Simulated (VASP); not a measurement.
# Lattice of ZnSe (Stilleite), functional by functional, part 3 of 3

Which functional gives which lattice for ZnSe (Stilleite)? The starting structure is a measured crystal structure from the Crystallography Open Database. The first relaxation on each setting starts from this cell expanded by 3 % in volume.

VASP 6.6.1.

Results so far: PBEsol 22.43 Å³ an atom; LDA 21.65 Å³ an atom; PBE 23.60 Å³ an atom; PBEsol + D3(BJ) 21.74 Å³ an atom; r2SCAN 22.71 Å³ an atom; r2SCAN + rVV10 22.48 Å³ an atom.

## 8. Relaxation with rev-vdW-DF2 (continued)

Level of this step: rev-vdW-DF2; plane waves and PAW (Se, Zn) (VASP).

From OUTCAR (step 8):

```text
  Total       -0.0006962     -0.0006962     -0.0006962      0.0000000      0.0000000      0.0000000
  in kB       -0.0240926     -0.0240926     -0.0240926      0.0000000      0.0000000      0.0000000
  external PRESSURE =      -0.0240926 kB  Pullay stress =       0.0000000 kB

 POSITION                                       TOTAL-FORCE (eV/Angst)
 -----------------------------------------------------------------------------------
      4.27502      4.27502      4.27502         0.000000      0.000000      0.000000
      0.00000      0.00000      0.00000        -0.000000     -0.000000     -0.000000
 -----------------------------------------------------------------------------------
    total drift:                                0.000000      0.000000     -0.000000

  FREE ENERGIE OF THE ION-ELECTRON SYSTEM (eV)
  ---------------------------------------------------
  free  energy   TOTEN  =        -1.8734853124 eV

  energy  without entropy=       -1.8734853124  energy(sigma->0) =       -1.87348531

[... 2 parts as in an earlier step ...]

[... 2 further parts left out ...]
[key lines of the parts left out:]
E-fermi :   1.5578
```

With rev-vdW-DF2 the relaxed cell holds 23.149 Å³ an atom, +1.73 % against the measured cell, with a = 5.700 Å. That is +3.20 % from PBEsol. Pressures at 0.985 and 1.015 times this volume, from two more relaxations that aren't shown, give a bulk modulus of 60.0 GPa.

## 9. Relaxation with RPBE

RPBE by itself binds more weakly than PBE and expands cells. This run starts from the cell of an earlier relaxation, which isn't shown; the restart sets up the plane waves anew.

The input, INCAR:

```
SYSTEM = ZnSe
PREC = Accurate
ENCUT = 450
EDIFF = 1E-06
NELM = 100
ISMEAR = 0
SIGMA = 0.03
LREAL = .FALSE.
ALGO = Normal
GGA = RP
NBANDS = 15
LORBIT = 11
LWAVE = .FALSE.
LCHARG = .FALSE.
KPAR = 8
IBRION = 2
NSW = 50
ISIF = 3
EDIFFG = -0.006
```

The input, POSCAR:

```
ZnSe
1.0
    0.0000000000      2.9058507909      2.9058507909
    2.9058507909      0.0000000000      2.9058507909
    2.9058507909      2.9058507909      0.0000000000
Se Zn
1 1
Direct
    0.7500000000      0.7500000000      0.7500000000
    0.0000000000      0.0000000000      0.0000000000
```

The input, KPOINTS:

```
Automatic mesh
0
Gamma
6 6 6
0 0 0
```

The projector-augmented-wave data sets are Se and Zn (PBE family, release 64).

Launch:

```
$ mpirun -np 8 vasp_std
```

The log of the run:

```text
[... set-up lines as in an earlier step ...]
 entering main loop
       N       E                     dE             d eps       ncg     rms          rms(c)
DAV:   1     0.845304925206E+02    0.84530E+02   -0.82393E+03   480   0.121E+03
DAV:   2    -0.495343408263E+00   -0.85026E+02   -0.81086E+02   536   0.241E+02
DAV:   3    -0.562149376430E+01   -0.51262E+01   -0.51088E+01   585   0.606E+01
DAV:   4    -0.566223282259E+01   -0.40739E-01   -0.40736E-01   550   0.592E+00
[...]
DAV:  11    -0.538612202867E+01   -0.54129E-04   -0.90630E-05   508   0.604E-02    0.745E-03
DAV:  12    -0.538612806389E+01   -0.60352E-05   -0.10232E-05   578   0.267E-02    0.498E-03
DAV:  13    -0.538612880337E+01   -0.73948E-06   -0.25741E-06   513   0.140E-02
   1 F= -.53861288E+01 E0= -.53861288E+01  d E =-.538613E+01
[...]
reached required accuracy - stopping structural energy minimisation
```

The job ended after 1.8 s (8 MPI ranks of Intel Xeon 6975P-C (Granite Rapids), shared host; peak memory 1.2 GiB; 10 s of CPU time).

From OUTCAR (step 9):

```text
  Total        0.0097193      0.0097193      0.0097193     -0.0000000      0.0000000     -0.0000000
  in kB        0.3173172      0.3173172      0.3173172     -0.0000000      0.0000000     -0.0000000
  external PRESSURE =       0.3173172 kB  Pullay stress =       0.0000000 kB

 POSITION                                       TOTAL-FORCE (eV/Angst)
 -----------------------------------------------------------------------------------
      4.35878      4.35878      4.35878         0.000000      0.000000      0.000000
      0.00000      0.00000      0.00000        -0.000000     -0.000000     -0.000000
 -----------------------------------------------------------------------------------
    total drift:                                0.000002      0.000002      0.000002

  FREE ENERGIE OF THE ION-ELECTRON SYSTEM (eV)
  ---------------------------------------------------
  free  energy   TOTEN  =        -5.3861288034 eV

  energy  without entropy=       -5.3861288034  energy(sigma->0) =       -5.38612880

[... 2 parts as in an earlier step ...]

[... 2 further parts left out ...]
[key lines of the parts left out:]
E-fermi :   1.2906
```

With RPBE the relaxed cell holds 24.537 Å³ an atom, +7.82 % against the measured cell, with a = 5.812 Å. That is +9.39 % from PBEsol. Pressures at 0.985 and 1.015 times this volume, from two more relaxations that aren't shown, give a bulk modulus of 50.6 GPa.

## 10. Comparison

| level | volume (Å³/atom) | against the measured cell (%) | a (Å) | bulk modulus (GPa) | pressure left (GPa) | core minutes |
| --- | --- | --- | --- | --- | --- | --- |
| PBEsol | 22.431 | -1.43 | 5.6404 | 65.3 | -0.03 | 0.72 |
| LDA | 21.653 | -4.85 | 5.5745 | 72.0 | 0.02 | 0.693 |
| PBE | 23.604 | 3.73 | 5.7371 | 57.0 | 0.0 | 0.453 |
| PBEsol + D3(BJ) | 21.735 | -4.49 | 5.5815 | 70.6 | 0.04 | 0.8 |
| r2SCAN | 22.713 | -0.19 | 5.664 | 64.2 | 0.01 | 3.84 |
| r2SCAN + rVV10 | 22.477 | -1.23 | 5.6443 | 67.6 | -0.02 | 13.5 |
| rev-vdW-DF2 | 23.149 | 1.73 | 5.7 | 60.0 | 0.0 | 5.73 |
| RPBE | 24.537 | 7.82 | 5.8117 | 50.6 | 0.03 | 0.907 |

Core minutes are wall time times ranks, summed over the relaxations behind a row (those for a bulk modulus apart), on shared hosts.

## 11. Summary of results

| Quantity | Value |
| --- | --- |
| volume, PBEsol | 22.43 Å³/atom |
| volume, LDA | 21.65 Å³/atom |
| volume, PBE | 23.60 Å³/atom |
| volume, PBEsol + D3(BJ) | 21.74 Å³/atom |
| volume, r2SCAN | 22.71 Å³/atom |
| volume, r2SCAN + rVV10 | 22.48 Å³/atom |
| volume, rev-vdW-DF2 | 23.15 Å³/atom |
| volume, RPBE | 24.54 Å³/atom |

In words: Across 8 levels the volume of ZnSe (Stilleite) spans 13.3 %, from 21.65 Å³ an atom (LDA) to 24.54 Å³ (RPBE). Against the measured volume of the starting structure, r2SCAN comes nearest (-0.2 %) and RPBE lies farthest (+7.8 %). The measured cell holds zero-point expansion and, unless it was taken cold, thermal expansion, which the runs lack, so small differences decide nothing. Adding D3(BJ) to PBEsol changes the volume by -3.1 %. Adding rVV10 to r2SCAN changes the volume by -1.0 %. The bulk modulus goes from 50.6 GPa (RPBE) to 72.0 GPa (LDA). LASPH is on in some of these runs and off in others, which adds a little to the differences. All runs keep the symmetry of the start, so they can't find a distortion of lower symmetry. Further runs on this material are not shown.

[Lines on the potential files, build, host, timing and source positions are cut from VASP's logs without a mark.]

[Logs are printed without paths, hosts, clocks, repeated set-up lines and the standing remarks that a program may print on its own settings, such as how far it seeks lower states.]

[Hosts, paths, dates, database ids (printed as entryN), source tags and the programs' standing remarks are cut or masked in the printed files.]
